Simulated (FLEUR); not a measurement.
**Collinear magnetic orders of 1 ML Co on Pd(001), 1 substrate layers with FLEUR**

Aim: find out whether 1 ML Co on Pd(001), 1 substrate layers carries moments, and which collinear order costs least.

Calculated with FLEUR MaX-R8.1; LDA (VWN); all-electron FLAPW film, Dirac cores, scalar-relativistic bands.

Most raw output is cut from this account.

**1. The structure**

The cell holds 2 atoms: 1 Pd and 1 Co. Its edges and angles: a = 2.753 Å, b = 2.753 Å, c = 15.763 Å, α = 90.0°, β = 90.0°, γ = 90.0°. Pseudomorphic film on a typed substrate lattice, hard-sphere layer spacings, unrelaxed. Vacuum lies along c.

Structure file:

```xyz
2
Lattice="2.7528 0.0000 0.0000 0.0000 2.7528 0.0000 0.0000 0.0000 15.7632" Properties=species:S:1:pos:R:3
Pd    0.0000    0.0000    7.0000
Co    1.3764    1.3764    8.7632
```

**2. Order 1, typed as ferro +**

The parallel start is the test of whether parallel moments hold.

inpgen writes inp.xml from crystal.txt; cutoffs, mixing, functional, smearing and local orbitals are then set in the file. The k list default-1 (kpts.xml, not shown) is a Γ-centred 10×10×1 mesh; where the ranks do not divide the number of points, some are split in two of half the weight.

inp.xml reads:

```
<?xml version="1.0" encoding="UTF-8" standalone="no"?>
<fleurInput fleurInputVersion="0.39">
   <comment>
      CoPd
   </comment>
   <calculationSetup>
      <cutoffs Kmax="3.6" Gmax="10.8" GmaxXC="10.8" numbands="0"/>
      <scfLoop itmax="120" minDistance="0.00002" maxIterBroyd="15" imix="Anderson" alpha="0.03" precondParam="0.0" spinf="2.0" sdNocoIR="T"/>
      <coreElectrons ctail="T" frcor="F" kcrel="0" coretail_lmax="0"/>
      <xcFunctional name="vwn" relativisticCorrections="F"/>
      <magnetism jspins="2"/>
      <soc l_soc="F" theta="0.0" phi="0.0" spav="F"/>
      <expertModes spex="0" secvar="F"/>
      <geometryOptimization l_f="F" forcealpha="1.0" forcemix="BFGS" epsdisp="0.00001" epsforce="0.00001"/>
      <ldaU l_linMix="F" mixParam="0.05" spinf="1.0"/>
   </calculationSetup>
   <cell>
      <bzIntegration valenceElectrons="33.0" mode="hist" fermiSmearingEnergy="0.00293995">
         <kPointListSelection listName="default-1"/>
         <xi:include xmlns:xi="http://www.w3.org/2001/XInclude" href="kpts.xml"> </xi:include>
      </bzIntegration>
      <xi:include xmlns:xi="http://www.w3.org/2001/XInclude" href="sym.xml"> </xi:include>
      <filmLattice scale="1.0" dVac="8.85" dTilda="11.35">
         <bravaisMatrixFilm>
            <row-1>    5.2019757148367676     0.0000000000000000</row-1>
            <row-2>    0.0000000000000000     5.2019757148367676</row-2>
         </bravaisMatrixFilm>
         <vacuumEnergyParameters vacuum="1" spinUp="-.25" spinDown="-.25"/>
         <vacuumEnergyParameters vacuum="2" spinUp="-.25" spinDown="-.25"/>
      </filmLattice>
   </cell>
   <atomSpecies>
      <species name="Palladium (Pd)" element="Pd" atomicNumber="46">
         <mtSphere radius="2.36" gridPoints="781" logIncrement="0.016"/>
         <atomicCutoffs lmax="8" lnonsphr="6"/>
         <electronConfig flipSpins="F">
            <coreConfig>(1s1/2) (2s1/2) (2p1/2) (2p3/2) (3s1/2) (3p1/2) (3p3/2) (4s1/2) (3d3/2) (3d5/2)</coreConfig>
            <valenceConfig>(4p1/2) (4p3/2) (5s1/2) (4d3/2) (4d5/2)</valenceConfig>
            <stateOccupation state="(5s1/2)" spinUp="0.500000" spinDown="0.500000"/>
            <stateOccupation state="(4d3/2)" spinUp="1.800000" spinDown="1.800000"/>
            <stateOccupation state="(4d5/2)" spinUp="2.700000" spinDown="2.700000"/>
         </electronConfig>
         <energyParameters s="5" p="5" d="4" f="4"/>
         <lo type="SCLO" l="1" n="4" eDeriv="0"/>
      </species>
      <species name="Cobalt (Co2.000" element="Co" atomicNumber="27">
         <mtSphere radius="2.36" gridPoints="781" logIncrement="0.016"/>
         <atomicCutoffs lmax="8" lnonsphr="6"/>
         <electronConfig flipSpins="F">
            <coreConfig>(1s1/2) (2s1/2) (2p1/2) (2p3/2)</coreConfig>
            <valenceConfig>(3s1/2) (3p1/2) (3p3/2) (4s1/2) (3d3/2) (3d5/2)</valenceConfig>
            <stateOccupation state="(3d3/2)" spinUp="1.5" spinDown="1.3"/>
            <stateOccupation state="(3d5/2)" spinUp="3.0" spinDown="1.2"/>
         </electronConfig>
         <energyParameters s="4" p="4" d="3" f="4"/>
         <lo type="SCLO" l="0" n="3" eDeriv="0"/>
         <lo type="SCLO" l="1" n="3" eDeriv="0"/>
      </species>
   </atomSpecies>
   <atomGroups>
      <atomGroup species="Palladium (Pd)">
         <filmPos label="                   1">.0000000000 .0000000000 -1.6660249149</filmPos>
         <force calculate="T" relaxXYZ="TTT"/>
      </atomGroup>
      <atomGroup species="Cobalt (Co2.000">
         <filmPos label="                   2">1.000/2.000 1.000/2.000 1.6660249149</filmPos>
         <force calculate="T" relaxXYZ="TTT"/>
      </atomGroup>
   </atomGroups>
   <output dos="F" band="F" slice="F">
      <bandDOS minEnergy="-.5*Htr" maxEnergy="0.5*Htr" sigma="0.015" storeEVData="T"/>
      <plotting iplot="0" polar="F">
         <plot TwoD="T" vec1="  1.0  0.0  0.0" vec2="  0.0  1.0  0.0" vec3="  0.0  0.0  1.0" zero="  0.0  0.0 -0.5" file="plot"/>
      </plotting>
      <moessbauerParams electricFieldGradient="F" isomerShift="F" coreHyperfine="F" valenceHyperfine="F"/>
   </output>
</fleurInput>
```

crystal.txt reads:

```
CoPd
&input film=T cartesian=F /
2.75276700000  0.00000000000  0.00000000000
0.00000000000  2.75276700000  0.00000000000
0.00000000000  0.00000000000  1.00000000000
1.8897261246
1.0 1.0 1.0

2
46 0.00000000000  0.00000000000  -1.66602491487
27 0.50000000000  0.50000000000  1.66602491487 : 2.000

&kpt div1=10 div2=10 div3=1 gamma=T /
```

Started as:

```bash
$ OMP_NUM_THREADS=1 inpgen -f crystal.txt > inpgen.log  # inp.xml is then edited as shown
$ OMP_NUM_THREADS=1 mpirun -n 4 fleur_MPI > fleur.log
```

Run time: 19 s. Hardware: 4 MPI ranks of Intel Xeon 6975P-C (Granite Rapids), shared host; peak memory 0.27 GiB.

Numbers from this step:

* free energy: -175062.1384 eV
* program's band gap on this mesh (in a metal only a level spacing): 0.02738 eV
* magnetization: 2.381 μB
* final state: ferromagnetic
* largest moment: 2.090 μB

After 29 cycles the largest moment stands at 2.09 μB.

**3. Start 2: antiferro q=(1/2,1/2,0) +-**

Reversing part of the moments tests the sign of the couplings between them.

This order needs a doubled cell of 4 atoms. The mesh is halved along the doubled vector, so that both cells sample the same points. The k list default-1 (kpts.xml, not shown) is a Γ-centred 5×10×1 mesh.

inp.xml, as its differences from that of step 2:

```diff
@@ -17,3 +17,3 @@
    <cell>
-      <bzIntegration valenceElectrons="33.0" mode="hist" fermiSmearingEnergy="0.00293995">
+      <bzIntegration valenceElectrons="66.0" mode="hist" fermiSmearingEnergy="0.00293995">
          <kPointListSelection listName="default-1"/>
@@ -24,4 +24,4 @@
          <bravaisMatrixFilm>
-            <row-1>    5.2019757148367676     0.0000000000000000</row-1>
-            <row-2>    0.0000000000000000     5.2019757148367676</row-2>
+            <row-1>   10.4039514296735351     0.0000000000000000</row-1>
+            <row-2>    5.2019757148367676     5.2019757148367676</row-2>
          </bravaisMatrixFilm>
@@ -58,2 +58,15 @@
       </species>
+      <species name="Cobalt (Co-2.000" element="Co" atomicNumber="27">
+         <mtSphere radius="2.36" gridPoints="781" logIncrement="0.016"/>
+         <atomicCutoffs lmax="8" lnonsphr="6"/>
+         <electronConfig flipSpins="F">
+            <coreConfig>(1s1/2) (2s1/2) (2p1/2) (2p3/2)</coreConfig>
+            <valenceConfig>(3s1/2) (3p1/2) (3p3/2) (4s1/2) (3d3/2) (3d5/2)</valenceConfig>
+            <stateOccupation state="(3d3/2)" spinUp="1.3" spinDown="1.5"/>
+            <stateOccupation state="(3d5/2)" spinUp="1.2" spinDown="3.0"/>
+         </electronConfig>
+         <energyParameters s="4" p="4" d="3" f="4"/>
+         <lo type="SCLO" l="0" n="3" eDeriv="0"/>
+         <lo type="SCLO" l="1" n="3" eDeriv="0"/>
+      </species>
    </atomSpecies>
@@ -62,2 +75,3 @@
          <filmPos label="                   1">.0000000000 .0000000000 -1.6660249149</filmPos>
+         <filmPos label="                   2">1.000/2.000 .0000000000 -1.6660249149</filmPos>
          <force calculate="T" relaxXYZ="TTT"/>
@@ -65,3 +79,7 @@
       <atomGroup species="Cobalt (Co2.000">
-         <filmPos label="                   2">1.000/2.000 1.000/2.000 1.6660249149</filmPos>
+         <filmPos label="                   3">.0000000000 1.000/2.000 1.6660249149</filmPos>
+         <force calculate="T" relaxXYZ="TTT"/>
+      </atomGroup>
+      <atomGroup species="Cobalt (Co-2.000">
+         <filmPos label="                   4">1.000/2.000 1.000/2.000 1.6660249149</filmPos>
          <force calculate="T" relaxXYZ="TTT"/>
```

crystal.txt reads:

```
CoPd
&input film=T cartesian=F /
5.50553400000  0.00000000000  0.00000000000
2.75276700000  2.75276700000  0.00000000000
0.00000000000  0.00000000000  1.00000000000
1.8897261246
1.0 1.0 1.0

4
46 0.00000000000  0.00000000000  -1.66602491487
46 0.50000000000  0.00000000000  -1.66602491487
27 0.00000000000  0.50000000000  1.66602491487 : 2.000
27 0.50000000000  0.50000000000  1.66602491487 : -2.000

&kpt div1=5 div2=10 div3=1 gamma=T /
```

Wall time 71 s (4 MPI ranks); peak memory 0.49 GiB; 4.7 min of CPU time.

Spin moment in the muffin-tin sphere by atom:

| atom | spin moment in the muffin-tin sphere (μB) |
| --- | --- |
| Pd1 | 0.00 |
| Pd2 | 0.00 |
| Co3 | 1.91 |
| Co4 | -1.91 |

Read from the output:

```
free energy                                                       : -350123.7971 eV
program's band gap on this mesh (in a metal only a level spacing) : 0 eV
magnetization                                                     : 0 μB
final state                                                       : antiferromagnetic
```

It lies 240 meV a seeded atom over the first start, and its largest moment is 1.91 μB against 2.09 μB.

**4. Start 3: antiferro q=(0,1/2,0) +-**

An opposed order shows whether neighbours prefer unlike signs.

The cell is doubled to 4 atoms to hold this order. The mesh is halved along the doubled vector, so that both cells sample the same points. The k list default-1 (kpts.xml, not shown) is a Γ-centred 10×5×1 mesh.

inp.xml, as its differences from that of step 3:

```diff
@@ -24,4 +24,4 @@
          <bravaisMatrixFilm>
-            <row-1>   10.4039514296735351     0.0000000000000000</row-1>
-            <row-2>    5.2019757148367676     5.2019757148367676</row-2>
+            <row-1>    5.2019757148367676     0.0000000000000000</row-1>
+            <row-2>    0.0000000000000000    10.4039514296735351</row-2>
          </bravaisMatrixFilm>
@@ -75,3 +75,3 @@
          <filmPos label="                   1">.0000000000 .0000000000 -1.6660249149</filmPos>
-         <filmPos label="                   2">1.000/2.000 .0000000000 -1.6660249149</filmPos>
+         <filmPos label="                   2">.0000000000 1.000/2.000 -1.6660249149</filmPos>
          <force calculate="T" relaxXYZ="TTT"/>
@@ -79,3 +79,3 @@
       <atomGroup species="Cobalt (Co2.000">
-         <filmPos label="                   3">.0000000000 1.000/2.000 1.6660249149</filmPos>
+         <filmPos label="                   3">1.000/2.000 1.000/4.000 1.6660249149</filmPos>
          <force calculate="T" relaxXYZ="TTT"/>
@@ -83,3 +83,3 @@
       <atomGroup species="Cobalt (Co-2.000">
-         <filmPos label="                   4">1.000/2.000 1.000/2.000 1.6660249149</filmPos>
+         <filmPos label="                   4">1.000/2.000 -1.000/4.000 1.6660249149</filmPos>
          <force calculate="T" relaxXYZ="TTT"/>
```

crystal.txt reads:

```
CoPd
&input film=T cartesian=F /
2.75276700000  0.00000000000  0.00000000000
0.00000000000  5.50553400000  0.00000000000
0.00000000000  0.00000000000  1.00000000000
1.8897261246
1.0 1.0 1.0

4
46 0.00000000000  0.00000000000  -1.66602491487
46 0.00000000000  0.50000000000  -1.66602491487
27 0.50000000000  0.25000000000  1.66602491487 : 2.000
27 0.50000000000  0.75000000000  1.66602491487 : -2.000

&kpt div1=10 div2=5 div3=1 gamma=T /
```

Elapsed: 71 s, on 4 MPI ranks; peak memory 0.52 GiB; 4.7 min of CPU time.

Spin moment in the muffin-tin sphere by atom:

| atom | spin moment in the muffin-tin sphere (μB) |
| --- | --- |
| Pd1 | 0.00 |
| Pd2 | 0.00 |
| Co3 | 1.97 |
| Co4 | -1.97 |

This step gave:

```yaml
free_energy: -350123.9271 eV
program_s_band_gap_on_this_mesh_in_a_metal_only_a_level_spacing: 0.04514 eV
magnetization: 0 μB
final_state: antiferromagnetic
```

It lies 175 meV a seeded atom over the first start, and its largest moment is 1.97 μB against 2.09 μB.

**5. Order 4, typed as no spin polarisation**

Without spin polarisation no moment can form, so the difference from the other runs is what forming moments gains.

The k list default-1 (kpts.xml, not shown) is a Γ-centred 10×10×1 mesh.

inp.xml, as its differences from that of step 4:

```diff
@@ -10,3 +10,3 @@
       <xcFunctional name="vwn" relativisticCorrections="F"/>
-      <magnetism jspins="2"/>
+      <magnetism jspins="1"/>
       <soc l_soc="F" theta="0.0" phi="0.0" spav="F"/>
@@ -17,3 +17,3 @@
    <cell>
-      <bzIntegration valenceElectrons="66.0" mode="hist" fermiSmearingEnergy="0.00293995">
+      <bzIntegration valenceElectrons="33.0" mode="hist" fermiSmearingEnergy="0.00293995">
          <kPointListSelection listName="default-1"/>
@@ -25,3 +25,3 @@
             <row-1>    5.2019757148367676     0.0000000000000000</row-1>
-            <row-2>    0.0000000000000000    10.4039514296735351</row-2>
+            <row-2>    0.0000000000000000     5.2019757148367676</row-2>
          </bravaisMatrixFilm>
@@ -45,3 +45,3 @@
       </species>
-      <species name="Cobalt (Co2.000" element="Co" atomicNumber="27">
+      <species name="Cobalt (Co)" element="Co" atomicNumber="27">
          <mtSphere radius="2.36" gridPoints="781" logIncrement="0.016"/>
@@ -51,17 +51,4 @@
             <valenceConfig>(3s1/2) (3p1/2) (3p3/2) (4s1/2) (3d3/2) (3d5/2)</valenceConfig>
-            <stateOccupation state="(3d3/2)" spinUp="1.5" spinDown="1.3"/>
-            <stateOccupation state="(3d5/2)" spinUp="3.0" spinDown="1.2"/>
-         </electronConfig>
-         <energyParameters s="4" p="4" d="3" f="4"/>
-         <lo type="SCLO" l="0" n="3" eDeriv="0"/>
-         <lo type="SCLO" l="1" n="3" eDeriv="0"/>
-      </species>
-      <species name="Cobalt (Co-2.000" element="Co" atomicNumber="27">
-         <mtSphere radius="2.36" gridPoints="781" logIncrement="0.016"/>
-         <atomicCutoffs lmax="8" lnonsphr="6"/>
-         <electronConfig flipSpins="F">
-            <coreConfig>(1s1/2) (2s1/2) (2p1/2) (2p3/2)</coreConfig>
-            <valenceConfig>(3s1/2) (3p1/2) (3p3/2) (4s1/2) (3d3/2) (3d5/2)</valenceConfig>
-            <stateOccupation state="(3d3/2)" spinUp="1.3" spinDown="1.5"/>
-            <stateOccupation state="(3d5/2)" spinUp="1.2" spinDown="3.0"/>
+            <stateOccupation state="(3d3/2)" spinUp="1.400000" spinDown="1.400000"/>
+            <stateOccupation state="(3d5/2)" spinUp="2.100000" spinDown="2.100000"/>
          </electronConfig>
@@ -75,11 +62,6 @@
          <filmPos label="                   1">.0000000000 .0000000000 -1.6660249149</filmPos>
-         <filmPos label="                   2">.0000000000 1.000/2.000 -1.6660249149</filmPos>
          <force calculate="T" relaxXYZ="TTT"/>
       </atomGroup>
-      <atomGroup species="Cobalt (Co2.000">
-         <filmPos label="                   3">1.000/2.000 1.000/4.000 1.6660249149</filmPos>
-         <force calculate="T" relaxXYZ="TTT"/>
-      </atomGroup>
-      <atomGroup species="Cobalt (Co-2.000">
-         <filmPos label="                   4">1.000/2.000 -1.000/4.000 1.6660249149</filmPos>
+      <atomGroup species="Cobalt (Co)">
+         <filmPos label="                   2">1.000/2.000 1.000/2.000 1.6660249149</filmPos>
          <force calculate="T" relaxXYZ="TTT"/>
```

crystal.txt reads:

```
CoPd
&input film=T cartesian=F /
2.75276700000  0.00000000000  0.00000000000
0.00000000000  2.75276700000  0.00000000000
0.00000000000  0.00000000000  1.00000000000
1.8897261246
1.0 1.0 1.0

2
46 0.00000000000  0.00000000000  -1.66602491487
27 0.50000000000  0.50000000000  1.66602491487

&kpt div1=10 div2=10 div3=1 gamma=T /
```

It took 9.7 s on 4 MPI ranks; peak memory 0.23 GiB.

This step gave:

| Item | Value |
| --- | --- |
| free energy | -175061.6267 eV |
| program's band gap on this mesh (in a metal only a level spacing) | 0.003572 eV |
| final state | non-magnetic (no spin polarisation) |

It lies 512 meV a seeded atom over the first start.

**6. Ranking**

Free energies are divided by the number of seeded atoms, so that cells of unlike size compare. Wavevectors q in the names are fractions of the primitive cell's reciprocal vectors.

Orders:

| start | final state | typed order kept | energy over the lowest (meV a seeded atom) | largest sphere moment (μB) | net moment (μB a primitive cell) | mesh matched | CPU time (s) |
| --- | --- | --- | --- | --- | --- | --- | --- |
| ferro + | ferromagnetic | yes | 0 | 2.09 | 2.381 | yes | 71.84 |
| antiferro q=(1/2,1/2,0) +- | antiferromagnetic | yes | 239.9 | 1.912 | 0 | yes | 281.1 |
| antiferro q=(0,1/2,0) +- | antiferromagnetic | yes | 174.9 | 1.973 | 0 | yes | 280.1 |
| no spin polarisation | non-magnetic | - | 511.7 | 0 | 0 | yes | 36.27 |

**7. Spin–orbit coupling, moments along z**

Spin–orbit coupling ties the spins to the lattice and lets orbital moments form.

A new self-consistent run of the start ferro +, with the moments along z.

inp.xml, as its differences from that of step 2:

```diff
@@ -6,3 +6,3 @@
    <calculationSetup>
-      <cutoffs Kmax="3.6" Gmax="10.8" GmaxXC="10.8" numbands="0"/>
+      <cutoffs Kmax="3.6" Gmax="10.8" GmaxXC="10.8" numbands="73"/>
       <scfLoop itmax="120" minDistance="0.00002" maxIterBroyd="15" imix="Anderson" alpha="0.03" precondParam="0.0" spinf="2.0" sdNocoIR="T"/>
@@ -11,3 +11,3 @@
       <magnetism jspins="2"/>
-      <soc l_soc="F" theta="0.0" phi="0.0" spav="F"/>
+      <soc l_soc="T" theta="0.0" phi="0.0" spav="F"/>
       <expertModes spex="0" secvar="F"/>
```

crystal.txt, as its differences from that of step 2:

```diff
@@ -12,2 +12,3 @@
 
+&soc 0.0000000 0.0000000 /
 &kpt div1=10 div2=10 div3=1 gamma=T /
```

The job ended after 31 s (4 MPI ranks; peak memory 0.34 GiB; 2 min of CPU time).

Read from the output:

```yaml
free_energy: -175062.2892 eV
program_s_band_gap_on_this_mesh_in_a_metal_only_a_level_spacing: 0.02605 eV
magnetization: 2.372 μB
final_state: ferromagnetic
largest_moment: 2.084 μB
orbital_moment_along_the_spin: 0.1547 μB
```

Orbital moment in the sphere, along the spin axis by atom:

| atom | orbital moment in the sphere, along the spin axis (μB) |
| --- | --- |
| Pd1 | 0.035 |
| Co2 | 0.155 |

**8. What came out**

| Quantity | Value |
| --- | --- |
| lowest state found | ferromagnetic (typed ferro +) |
| largest site spin moment | 2.09 μB |
| next finished state | antiferromagnetic, 175 meV a seeded atom higher |
| energy gained by spin polarisation | 512 meV a seeded atom |
| orbital moment on the atom of largest spin, along its spin (spin–orbit run) | 0.155 μB |

In words: The lowest state found is ferromagnetic, reached from the start ferro +, with moments up to 2.09 μB. The next finished state costs 175 meV a seeded atom. The orbital moment is parallel to the spin, as Hund's third rule has it for a shell over half filled. This is the lowest of 4 finished starts, no proof of the ground state. With one substrate layer the cell is a free-standing, unrelaxed film and no surface.

[Logs and program files are shortened in this print: banners, set-up blocks, solver, clock and traceback lines can be left out without a mark of their own.]

[Logs are printed without paths, hosts, clocks, repeated set-up lines and the standing remarks that a program may print on its own settings, such as how far it seeks lower states.]

[Hosts, paths, dates, database ids (printed as entryN), source tags and the programs' standing remarks are cut or masked in the printed files.]

[Where a cell is said to come from a database of computed structures, the database is the Materials Project.]
